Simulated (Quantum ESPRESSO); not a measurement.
# TiAl under changes of volume

One of the cells (16.653 Å³/atom); the others are scaled copies at fixed shape and fractional positions:

```
Ti Al
1.0
     2.86726    0.00000    0.00000
    -1.43363    2.48312    0.00000
     0.00000    0.00000    4.67808
Ti Al
1 1
Direct
  0.00000 0.00000 0.00000
  0.33333 0.66667 0.50000
```

The cell comes from a database or a generator and needn't be the stable form of this composition.

```yaml
Program: Quantum ESPRESSO 7.5
Functional: r2SCAN
Potentials_or_basis: SG15 PBE 1.2
Cutoff: 1020 eV
Density_cutoff: 4082 eV
k_mesh: 7 × 7 × 4
Occupations: fermi-dirac, width 0.05 eV
Spin: no spin polarisation
```

| volume (Å³/atom) | energy over the lowest point (meV/atom) | pressure (GPa) |
| --- | --- | --- |
| 15.654 | ? | ? |
| 15.987 | 7.69 | 4.4 |
| 16.320 | 1.25 | 1.8 |
| 16.653 | 0.00 | -0.6 |
| 16.986 | 3.47 | -2.7 |
| 17.320 | 11.19 | -4.7 |
| 17.653 | 22.78 | -6.4 |

Task: What does the run at 15.654 Å³/atom give?

Result: Energy over the lowest point 19.87 meV/atom; pressure 7.3 GPa.

Worked out: A Birch-Murnaghan fit of order 3 (a polynomial in V^(-2/3)) to the other rows has its minimum at 16.57 Å³/atom with B0 = V·E''(V) = 115 GPa and B' = 3.9 at fixed shape and positions, which overstates the stiffness. It gives 19.87 meV/atom at 15.654 Å³/atom, against the run's 19.87, and -dE/dV = 7.3 GPa, against 7.3.

Energies are extrapolated to zero smearing.

Caveats: some runs use coarse meshes; the potentials were made for another functional, which shifts forces and pressure.
